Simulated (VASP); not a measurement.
# PbO: binding between layers

PbO, P4/nmm (no. 129), 4 atoms in the cell. Rev-vdW-DF2; PAW potentials Pb_d, O (PBE set).

## Input

INCAR:
```
PREC = Accurate
ENCUT = 520
EDIFF = 1E-6
ISMEAR = 0
SIGMA = 0.02
LREAL = False
LASPH = True
GGA_COMPAT = False
ALGO = Normal
NELM = 150
ISIF = 2
LWAVE = False
LCHARG = False
GGA = MK
PARAM1 = 0.1234568
PARAM2 = 0.7114
ZAB_VDW = -1.8867
LUSE_VDW = True
AGGAC = 0.0
KPAR = 4
```

KPOINTS.step1:
```
k-points
0
Gamma
  5 5 5
```

KPOINTS.step3:
```
k-points
0
Gamma
  5 5 4
```

KPOINTS.step8:
```
k-points
0
Gamma
  5 5 3
```

KPOINTS.step9:
```
k-points
0
Gamma
  5 5 2
```

POSCAR.step1:
```
PbO
1.0
    3.9900000000      0.0000000000      0.0000000000
    0.0000000000      3.9900000000      0.0000000000
    0.0000000000      0.0000000000      4.7100000000
Pb O
2 2
Direct
    0.5000000000      0.0000000000      0.7447133760
    0.0000000000      0.5000000000      0.2552866240
    0.5000000000      0.5000000000      0.0000000000
    0.0000000000      0.0000000000      0.0000000000
```

POSCAR.step2:
```
PbO
1.0
    3.9900000000      0.0000000000      0.0000000000
    0.0000000000      3.9900000000      0.0000000000
    0.0000000000      0.0000000000      4.8600000000
Pb O
2 2
Direct
    0.5000000000      0.0000000000      0.7525925930
    0.0000000000      0.5000000000      0.2474074070
    0.5000000000      0.5000000000      0.0000000000
    0.0000000000      0.0000000000      0.0000000000
```

POSCAR.step3:
```
PbO
1.0
    3.9900000000      0.0000000000      0.0000000000
    0.0000000000      3.9900000000      0.0000000000
    0.0000000000      0.0000000000      5.0100000000
Pb O
2 2
Direct
    0.5000000000      0.0000000000      0.7600000000
    0.0000000000      0.5000000000      0.2400000000
    0.5000000000      0.5000000000      0.0000000000
    0.0000000000      0.0000000000      0.0000000000
```

POSCAR.step4:
```
PbO
1.0
    3.9900000000      0.0000000000      0.0000000000
    0.0000000000      3.9900000000      0.0000000000
    0.0000000000      0.0000000000      5.1600000000
Pb O
2 2
Direct
    0.5000000000      0.0000000000      0.7669767440
    0.0000000000      0.5000000000      0.2330232560
    0.5000000000      0.5000000000      0.0000000000
    0.0000000000      0.0000000000      0.0000000000
```

POSCAR.step5:
```
PbO
1.0
    3.9900000000      0.0000000000      0.0000000000
    0.0000000000      3.9900000000      0.0000000000
    0.0000000000      0.0000000000      5.3100000000
Pb O
2 2
Direct
    0.5000000000      0.0000000000      0.7735593220
    0.0000000000      0.5000000000      0.2264406780
    0.5000000000      0.5000000000      0.0000000000
    0.0000000000      0.0000000000      0.0000000000
```

POSCAR.step6:
```
PbO
1.0
    3.9900000000      0.0000000000      0.0000000000
    0.0000000000      3.9900000000      0.0000000000
    0.0000000000      0.0000000000      5.6100000000
Pb O
2 2
Direct
    0.5000000000      0.0000000000      0.7856684490
    0.0000000000      0.5000000000      0.2143315510
    0.5000000000      0.5000000000      0.0000000000
    0.0000000000      0.0000000000      0.0000000000
```

POSCAR.step7:
```
PbO
1.0
    3.9900000000      0.0000000000      0.0000000000
    0.0000000000      3.9900000000      0.0000000000
    0.0000000000      0.0000000000      6.2100000000
Pb O
2 2
Direct
    0.5000000000      0.0000000000      0.8063768120
    0.0000000000      0.5000000000      0.1936231880
    0.5000000000      0.5000000000      0.0000000000
    0.0000000000      0.0000000000      0.0000000000
```

POSCAR.step8:
```
PbO
1.0
    3.9900000000      0.0000000000      0.0000000000
    0.0000000000      3.9900000000      0.0000000000
    0.0000000000      0.0000000000      8.0100000000
Pb O
2 2
Direct
    0.5000000000      0.0000000000      0.8498876400
    0.0000000000      0.5000000000      0.1501123600
    0.5000000000      0.5000000000      0.0000000000
    0.0000000000      0.0000000000      0.0000000000
```

POSCAR.step9:
```
PbO
1.0
    3.9900000000      0.0000000000      0.0000000000
    0.0000000000      3.9900000000      0.0000000000
    0.0000000000      0.0000000000     13.0100000000
Pb O
2 2
Direct
    0.5000000000      0.0000000000      0.9075787860
    0.0000000000      0.5000000000      0.0924212140
    0.5000000000      0.5000000000      0.0000000000
    0.0000000000      0.0000000000      0.0000000000
```

Commands (each step's output is kept before the next begins):
```
cat potpaw_PBE.64/Pb_d/POTCAR potpaw_PBE.64/O/POTCAR > POTCAR
cp KPOINTS.step1 KPOINTS
cp POSCAR.step1 POSCAR
mpirun -np 4 vasp_std > vasp.out
rm WAVECAR CHG
cp POSCAR.step2 POSCAR
mpirun -np 4 vasp_std > vasp.out
rm WAVECAR CHG
cp KPOINTS.step3 KPOINTS
cp POSCAR.step3 POSCAR
mpirun -np 4 vasp_std > vasp.out
rm WAVECAR CHG
cp POSCAR.step4 POSCAR
mpirun -np 4 vasp_std > vasp.out
rm WAVECAR CHG
cp POSCAR.step5 POSCAR
mpirun -np 4 vasp_std > vasp.out
rm WAVECAR CHG
cp POSCAR.step6 POSCAR
mpirun -np 4 vasp_std > vasp.out
rm WAVECAR CHG
cp POSCAR.step7 POSCAR
mpirun -np 4 vasp_std > vasp.out
rm WAVECAR CHG
cp KPOINTS.step8 KPOINTS
cp POSCAR.step8 POSCAR
mpirun -np 4 vasp_std > vasp.out
rm WAVECAR CHG
cp KPOINTS.step9 KPOINTS
cp POSCAR.step9 POSCAR
mpirun -np 4 vasp_std > vasp.out
```

## Result

- Binding energy, rigid layers (meV/Å²): 17.2
- Best gap between layers (Å): 2.75

Rigid layers pulled apart:

| Gap (Å) | Energy (meV/Å² a gap) |
|---|---|
| 2.31 | -13.92 |
| 2.46 | -15.90 |
| 2.61 | -16.90 |
| 2.76 | -17.18 |
| 2.91 | -16.92 |
| 3.21 | -15.41 |
| 3.81 | -11.11 |
| 5.61 | -2.90 |
| 10.61 | 0.00 |

VASP 6.6.1 took 443 s on 4 cores (Intel Xeon 6975P-C (Granite Rapids)), a shared host.
